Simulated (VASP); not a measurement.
# Rh (Fm-3m) in VASP: a series of runs, part 2 of 2

VASP 6.6.1.

### Step 3. Relaxation of cell and atoms, PBE+D3(BJ)

This run uses another cell than the first one, of 13.64 Å³/atom, 0.998 times its volume.

INCAR

```
PREC = Accurate
ENCUT = 600
EDIFF = 1E-7
ISMEAR = 1
SIGMA = 0.1
LREAL = False
LASPH = True
NELM = 80
ALGO = Normal
ISIF = 3
LWAVE = False
LCHARG = False
GGA = PE
IVDW = 12
IBRION = 2
NSW = 90
EDIFFG = -0.005
```

KPOINTS

```
regular mesh
0
Gamma
  16 16 16
```

POSCAR

```
Rh                                      
1.0
    0.0000000000      1.8965671866      1.8965671866
    1.8965671866      0.0000000000      1.8965671866
    1.8965671866      1.8965671866      0.0000000000
  Rh            
     1
Direct
     0.0000000000000000    0.0000000000000000    0.0000000000000000
```

Potentials or basis: VASP PAW PBE potentials, release 64 (Rh_pv).

Command:

```bash
cat potpaw_PBE.64/Rh_pv/POTCAR > POTCAR
mpirun -np 1 vasp_std > vasp.out
```

OUTCAR:

```text
PREC = Accurate
   ENCUT = 600
   EDIFF = 1E-7
   ISMEAR = 1
   LREAL = False
   LASPH = True
   NELM = 80
   ISIF = 3
   GGA = PE
   IVDW = 12
   IBRION = 2
   NSW = 90
   EDIFFG = -0.005
 IVDW          = 12

 ion  position               nearest neighbor table
   1  0.000  0.000  0.000-

  LATTYP: Found a face centered cubic cell.
 ALAT       =     3.7931343732

  Lattice vectors:

 A1 = (   0.0000000000,   1.8965671866,   1.8965671866)
 A2 = (   1.8965671866,   0.0000000000,   1.8965671866)
 A3 = (   1.8965671866,   1.8965671866,   0.0000000000)

Analysis of symmetry for initial positions (statically):
=====================================================================
 Subroutine PRICEL returns:
 Original cell was already a primitive cell.

 Routine SETGRP: Setting up the symmetry group for a
 face centered cubic supercell.

 Subroutine GETGRP returns: Found 48 space group operations
 (whereof 48 operations were pure point group operations)
 out of a pool of 48 trial point group operations.

The static configuration has the point symmetry O_h .

Analysis of symmetry for dynamics (positions and initial velocities):
=====================================================================
 Subroutine PRICEL returns:
 Original cell was already a primitive cell.

 Routine SETGRP: Setting up the symmetry group for a
 face centered cubic supercell.

 Subroutine GETGRP returns: Found 48 space group operations
 (whereof 48 operations were pure point group operations)
 out of a pool of 48 trial point group operations.

The dynamic configuration has the point symmetry O_h .

 Subroutine INISYM returns: Found 48 space group operations
 (whereof 48 operations are pure point group operations),
 and found     1 'primitive' translations

----------------------------------------------------------------------------------------

                                     Primitive cell

  volume of cell :      13.6438

  direct lattice vectors                    reciprocal lattice vectors
     0.000000000  1.896567187  1.896567187    -0.263634214  0.263634214  0.263634214
     1.896567187  0.000000000  1.896567187     0.263634214 -0.263634214  0.263634214
     1.896567187  1.896567187  0.000000000     0.263634214  0.263634214 -0.263634214

  length of vectors
     2.682151037  2.682151037  2.682151037     0.456627854  0.456627854  0.456627854

  position of ions in fractional coordinates (direct lattice)
     0.000000000  0.000000000  0.000000000

  ion indices of the primitive-cell ions
   primitive index   ion index
                 1           1

----------------------------------------------------------------------------------------

 KPOINTS: regular mesh

Automatic generation of k-mesh.
 Grid dimensions read from file:
 generate k-points for:   16   16   16

 Generating k-lattice:

  Cartesian coordinates                     Fractional coordinates (reciprocal lattice)
    -0.016477138  0.016477138  0.016477138     0.062500000  0.000000000  0.000000000
     0.016477138 -0.016477138  0.016477138     0.000000000  0.062500000  0.000000000
     0.016477138  0.016477138 -0.016477138     0.000000000  0.000000000  0.062500000

  Length of vectors
     0.028539241  0.028539241  0.028539241

  Shift w.r.t. Gamma in fractional coordinates (k-lattice)
     0.000000000  0.000000000  0.000000000

 Subroutine IBZKPT returns following result:
 ===========================================

 Found    145 irreducible k-points:

 Following reciprocal coordinates:
            Coordinates               Weight
  0.000000  0.000000  0.000000      1.000000
  0.062500  0.000000  0.000000      8.000000
  0.125000  0.000000  0.000000      8.000000
  0.187500  0.000000  0.000000      8.000000
  0.250000  0.000000  0.000000      8.000000
  0.312500  0.000000  0.000000      8.000000
[... 16 lines left out ...]
 -0.125000  0.062500  0.000000     24.000000
 -0.062500  0.062500  0.000000     12.000000
 [... further k-points ...]
   k-points           NKPTS =    145   k-points in BZ     NKDIM =    145   number of bands    NBANDS=     11
   number of dos      NEDOS =    301   number of ions     NIONS =      1
   total plane-waves  NPLWV =  13824
   dimension x,y,z NGX =    24 NGY =   24 NGZ =   24
   dimension x,y,z NGXF=    48 NGYF=   48 NGZF=   48
   ions per type =               1
   NGX,Y,Z   is equivalent  to a cutoff of  14.88, 14.88, 14.88 a.u.
   NGXF,Y,Z  is equivalent  to a cutoff of  29.75, 29.75, 29.75 a.u.
 SYSTEM =  unknown system
   PREC   = accura    normal or accurate (medium, high low for compatibility)
   ISTART =      0    job   : 0-new  1-cont  2-samecut
   ICHARG =      2    charge: 1-file 2-atom 10-const
   ISPIN  =      1    spin polarized calculation?
   LNONCOLLINEAR =      F non collinear calculations
   LSORBIT =      F    spin-orbit coupling
   LASPH  =      T    aspherical Exc in radial PAW
   ENCUT  =  600.0 eV  44.10 Ry    6.64 a.u.   5.36  5.36  5.36*2*pi/ulx,y,z
   NELM   =     80;   NELMIN=  2; NELMDL= -5     # of ELM steps
   EDIFF  = 0.1E-06   stopping-criterion for ELM
   LREAL  =      F    real-space projection
   EDIFFG = -.5E-02   stopping-criterion for IOM
   NSW    =     90    number of steps for IOM
   IBRION =      2    ionic relax: 0-MD 1-quasi-New 2-CG
   NFREE  =      1    steps in history (QN), initial steepest desc. (CG)
   ISIF   =      3    stress and relaxation
   ISYM   =      2    0-nonsym 1-usesym 2-fastsym
   POTIM  = 0.5000    time-step for ionic-motion
   TEBEG  =    0.0;   TEEND  =   0.0 temperature during run
   PSTRESS=    0.0 pullay stress
   NELECT =      15.0000    total number of electrons
   NUPDOWN=      -1.0000    fix difference up-down
   EMIN   =  10.00;   EMAX   =-10.00  energy-range for DOS
   EFERMI =   0.00;   METHOD = LEGACY
   ISMEAR =     1;   SIGMA  =   0.10  broadening in eV -4-tet -1-fermi 0-gaus
   EFERMI_NEDOS =   21; number of points for ismear=-14 and -15
   IALGO  =     38    algorithm
   IMIX   =      4    mixing-type and parameters
     AMIX     =   0.40;   BMIX     =  1.00
     AMIX_MAG =   1.60;   BMIX_MAG =  1.00
  volume/ion in A,a.u.               =      13.64        92.07
  Fermi-wavevector in a.u.,A,eV,Ry     =   1.689638  3.192953 38.842957  2.854877
  Thomas-Fermi vector in A             =   2.771729
   LORBIT       =      0    0 simple, 1 ext, 2 COOP (PROOUT), +10 PAW based schemes
   GGA     = PE    functional components
   LHFCALC =     F    Hartree Fock is set to
   AEXX    =    0.0000 exact exchange contribution
   IVDW    =    12    specifies the selected vdW correction
   LEPSILON=     F    determine dielectric tensor
   LRPA    =     F    only Hartree local field effects (RPA)
 conjugate gradient relaxation of ions
 non-spin polarized calculation
 Methfessel and Paxton  Order N= 1 SIGMA  =   0.10
  energy-cutoff  :      600.00
  volume of cell :       13.64
 maximum number of plane-waves:       469
 NGX is ok and might be reduce to    24
   NGX = 11   NGY = 11   NGZ = 11

 number of electron      15.0000002 magnetization

 Free energy of the ion-electron system (eV)
  ---------------------------------------------------
  ext. energy  EPLUGINS =         0.00000000
  ---------------------------------------------------
  free energy    TOTEN  =        -7.24768915 eV

  energy without entropy =       -7.24742514  energy(sigma->0) =       -7.24760115

 E-fermi :  12.0280     XC(G=0): -14.0805

 val. band max:       12.0216847620   @ k =   0.4375   0.1250   0.0625
 cond. band min:      12.0324381738   @ k =  -0.3750   0.2500   0.0000
 fundamental gap:      0.0107534118
 Fermi energy:        12.0279745685

 k-point     1 :       0.0000    0.0000    0.0000
  band No.  band energies     occupation
      1     -34.3457      2.00000
      2     -34.3457      2.00000
      3     -34.3457      2.00000
      4       4.0299      2.00000
      5       8.9320      2.00000
      6       8.9320      2.00000
      7       8.9320      2.00000
      8      11.0436      2.00000
      9      11.0436      2.00000
     10      28.0358      0.00000
     11      32.5616      0.00000
[... 309 lines left out ...]
 k-point    24 :      -0.0625    0.0625    0.0000
  band No.  band energies     occupation
      1     -34.4169      2.00000
      2     -34.3672      2.00000
      3     -34.3512      2.00000
      4       4.4451      2.00000
      5       8.7295      2.00000
      6       9.0794      2.00000
      7       9.1277      2.00000
      8      10.8540      2.00000
      9      11.0690      2.00000
     10      28.6269      0.00000
     11      31.8449      0.00000

 [... further k-points ...]

------------------------ aborting loop because EDIFF is reached ----------------------------------------

 Edisp (eV)   -0.65250

 E8    (eV) :    -0.2929

  FORCE on cell =-STRESS in cart. coord.  units (eV):
  Direction    XX          YY          ZZ          XY          YZ          ZX
  --------------------------------------------------------------------------------------
  -------------------------------------------------------------------------------------
  Total      -0.00152    -0.00152    -0.00152     0.00000    -0.00000    -0.00000
  in kB      -0.17817    -0.17817    -0.17817     0.00000    -0.00000    -0.00000
  external pressure =       -0.18 kB  Pullay stress =        0.00 kB

 VOLUME and BASIS-vectors are now :
 -----------------------------------------------------------------------------
  energy-cutoff  :      600.00
  volume of cell :       13.64
      direct lattice vectors                 reciprocal lattice vectors
     0.000000000  1.896567187  1.896567187    -0.263634214  0.263634214  0.263634214
     1.896567187  0.000000000  1.896567187     0.263634214 -0.263634214  0.263634214
     1.896567187  1.896567187  0.000000000     0.263634214  0.263634214 -0.263634214

 POSITION                                       TOTAL-FORCE (eV/Angst)
 -----------------------------------------------------------------------------------
      0.00000      0.00000      0.00000         0.000000      0.000000      0.000000
 -----------------------------------------------------------------------------------
    total drift:                               -0.000000      0.000000      0.000000

  FREE ENERGIE OF THE ION-ELECTRON SYSTEM (eV)
  ---------------------------------------------------
  free  energy   TOTEN  =        -7.9001921289 eV

  energy  without entropy=       -7.8999281123  energy(sigma->0) =       -7.90010412

 reached required accuracy - stopping structural energy minimisation
```

OSZICAR:

```text
N       E                     dE             d eps       ncg     rms          rms(c)
DAV:   1     0.124912728492E+03    0.12491E+03   -0.10103E+04  3190   0.163E+03
DAV:   2    -0.608583525772E+01   -0.13100E+03   -0.12530E+03  3262   0.408E+02
DAV:   3    -0.773327374014E+01   -0.16474E+01   -0.16273E+01  3676   0.518E+01
DAV:   4    -0.774310887668E+01   -0.98351E-02   -0.98336E-02  3501   0.416E+00
DAV:   5    -0.774326807839E+01   -0.15920E-03   -0.15920E-03  3664   0.484E-01    0.104E+01
DAV:   6    -0.726834566267E+01    0.47492E+00   -0.11149E+00  3328   0.157E+01    0.363E+00
DAV:   7    -0.725122483853E+01    0.17121E-01   -0.24064E-02  3586   0.203E+00    0.171E+00
DAV:   8    -0.724786485671E+01    0.33600E-02   -0.41272E-03  3307   0.104E+00    0.228E-01
DAV:   9    -0.724768656710E+01    0.17829E-03   -0.17264E-04  3667   0.218E-01    0.130E-02
DAV:  10    -0.724768925687E+01   -0.26898E-05   -0.35078E-06  3519   0.276E-02    0.254E-03
DAV:  11    -0.724768914262E+01    0.11425E-06   -0.37461E-07  3625   0.915E-03    0.569E-04
DAV:  12    -0.724768915420E+01   -0.11577E-07   -0.53250E-09  1862   0.124E-03
   1 F= -.79001921E+01 E0= -.79001041E+01  d E =-.790019E+01
```

CONTCAR:

```text
Rh
   1.00000000000000
     0.0000000000000000    1.8965671866000000    1.8965671866000000
     1.8965671866000000    0.0000000000000000    1.8965671866000000
     1.8965671866000000    1.8965671866000000    0.0000000000000000
  Rh
     1
Direct
     0.0000000000000000    0.0000000000000000    0.0000000000000000

  0.00000000E+00  0.00000000E+00  0.00000000E+00
```

Run time: 12 s. Hardware: 1 thread of Intel Xeon Platinum 8488C (Sapphire Rapids), shared host; peak memory 0.16 GiB.

What came out:

```yaml
Free_energy: -7.9002 eV
Pressure_after_relaxing: 0.0 GPa
Band_gap_on_the_k_mesh: none (metal or under the smearing width)
Dispersion_energy_per_atom: -0.652 eV
```

Final structure:
```
Rh
1.0
     0.00000    1.89657    1.89657
     1.89657    0.00000    1.89657
     1.89657    1.89657    0.00000
Rh
1
Cartesian
  0.0000 0.0000 0.0000
```

Caveat: the relaxation stopped at its first step, so nothing moved; pairwise dispersion overbinds metals, which lowers pressure and volume.

### Step 4. Relaxation of cell and atoms, rev-vdW-DF2

INCAR

```
SYSTEM = Rh
PREC = Accurate ; ENCUT = 600
EDIFF = 1E-6 ; ISMEAR = 1
SIGMA = 0.1 ; LREAL = .False.
LASPH = .True. ; NELM = 80
ALGO = Normal ; ISIF = 3
LWAVE = .False. ; LCHARG = .False.
GGA = MK ; LUSE_VDW = .True.
AGGAC = 0.0 ; PARAM1 = 0.1234
PARAM2 = 0.711357 ; ZAB_VDW = -1.8867
IBRION = 2 ; NSW = 90
EDIFFG = -0.01
```

KPOINTS

```
Automatic mesh
0
Gamma
  16 16 16
  0 0 0
```

POSCAR

```
Rh
1.0
    0.0000000000      1.8978500000      1.8978500000
    1.8978500000      0.0000000000      1.8978500000
    1.8978500000      1.8978500000      0.0000000000
Rh
1
Direct
    0.0000000000      0.0000000000      0.0000000000
```

Potentials or basis: VASP PAW PBE potentials, release 64 (Rh_pv).

Command:

```bash
cat potpaw_PBE.64/Rh_pv/POTCAR > POTCAR
mpirun -np 1 vasp_std > vasp.out
```

OUTCAR:

```text
SYSTEM = Rh
   PREC = Accurate
   ENCUT = 600
   EDIFF = 1E-6
   ISMEAR = 1
   LREAL = .False.
   LASPH = .True.
   NELM = 80
   ISIF = 3
   GGA = MK
   IBRION = 2
   NSW = 90
   EDIFFG = -0.01

 ion  position               nearest neighbor table
   1  0.000  0.000  0.000-

  LATTYP: Found a face centered cubic cell.
 ALAT       =     3.7957000000

  Lattice vectors:

 A1 = (   0.0000000000,   1.8978500000,   1.8978500000)
 A2 = (   1.8978500000,   0.0000000000,   1.8978500000)
 A3 = (   1.8978500000,   1.8978500000,   0.0000000000)

Analysis of symmetry for initial positions (statically):
=====================================================================
 Subroutine PRICEL returns:
 Original cell was already a primitive cell.

 Routine SETGRP: Setting up the symmetry group for a
 face centered cubic supercell.

[... 260 lines left out ...]

 k-point     1 :       0.0000    0.0000    0.0000
  band No.  band energies     occupation
      1     -34.5951      2.00000
      2     -34.5951      2.00000
      3     -34.5951      2.00000
      4       3.8032      2.00000
      5       8.6684      2.00000
      6       8.6684      2.00000
      7       8.6684      2.00000
      8      10.7455      2.00000
      9      10.7455      2.00000
     10      27.8243      0.00000
     11      32.1385      0.00000
[... 309 lines left out ...]
 k-point    24 :      -0.0625    0.0625    0.0000
  band No.  band energies     occupation
      1     -34.6639      2.00000
      2     -34.6159      2.00000
      3     -34.6005      2.00000
      4       4.2150      2.00000
      5       8.4712      2.00000
      6       8.8138      2.00000
      7       8.8615      2.00000
      8      10.5598      2.00000
      9      10.7710      2.00000
     10      28.4032      0.00000
     11      31.5290      0.00000

 [... further k-points ...]

------------------------ aborting loop because EDIFF is reached ----------------------------------------

  FORCE on cell =-STRESS in cart. coord.  units (eV):
  Direction    XX          YY          ZZ          XY          YZ          ZX
  --------------------------------------------------------------------------------------
  -------------------------------------------------------------------------------------
  Total        0.0000544      0.0000544      0.0000544     -0.0000000     -0.0000000      0.0000000
  in kB        0.0063197      0.0063197      0.0063197     -0.0000000     -0.0000000      0.0000000
  external PRESSURE =       0.0063197 kB  Pullay stress =       0.0000000 kB
[... 20 lines left out ...]
  energy  without entropy=       -4.4466182383  energy(sigma->0) =       -4.44680605

Total vdW correction in eV:      2.0010596

 reached required accuracy - stopping structural energy minimisation
```

CONTCAR:

```text
Rh
   1.00000000000000
     0.0000000000000000    1.9031417900934713    1.9031417900934713
     1.9031417900934713   -0.0000000000000000    1.9031417900934713
     1.9031417900934713    1.9031417900934713    0.0000000000000000
  Rh
     1
Direct
     0.0000000000000000    0.0000000000000000    0.0000000000000000

  0.00000000E+00  0.00000000E+00  0.00000000E+00
```

Run time: 44 s. Hardware: 1 thread of Intel Xeon 6975P-C (Granite Rapids), shared host; peak memory 0.28 GiB.

What came out:

| Quantity | Value |
| --- | --- |
| Free energy | -4.4469 eV |
| Relaxed volume | 13.79 Å³/atom |
| Relaxed cell | a = 2.691 Å, b = 2.691 Å, c = 2.691 Å, α = 60.00°, β = 60.00°, γ = 60.00° |
| Space group after relaxing (to 0.05 Å) | Fm-3m (No. 225) |
| Energy gained by relaxing | 0.8 meV/atom |
| Ionic steps | 3 |
| Pressure after relaxing | 0.0 GPa |
| Band gap on the k mesh | none (metal or under the smearing width) |

The path:
```csv
step,energy change (eV),largest force (eV/Å),pressure (GPa),volume (Å³)
1,0.0000,0.0000,2.34,13.67
2,0.0041,0.0000,-5.37,14.07
3,-0.0008,0.0000,0.00,13.79
```

Final structure:
```
Rh
1.0
     0.00000    1.90314    1.90314
     1.90314    0.00000    1.90314
     1.90314    1.90314    0.00000
Rh
1
Cartesian
  0.0000 0.0000 0.0000
```

Caveat: the PAW data sets were made with another functional, which shifts forces and pressure a little. Zero-point motion and thermal expansion aren't in these numbers.
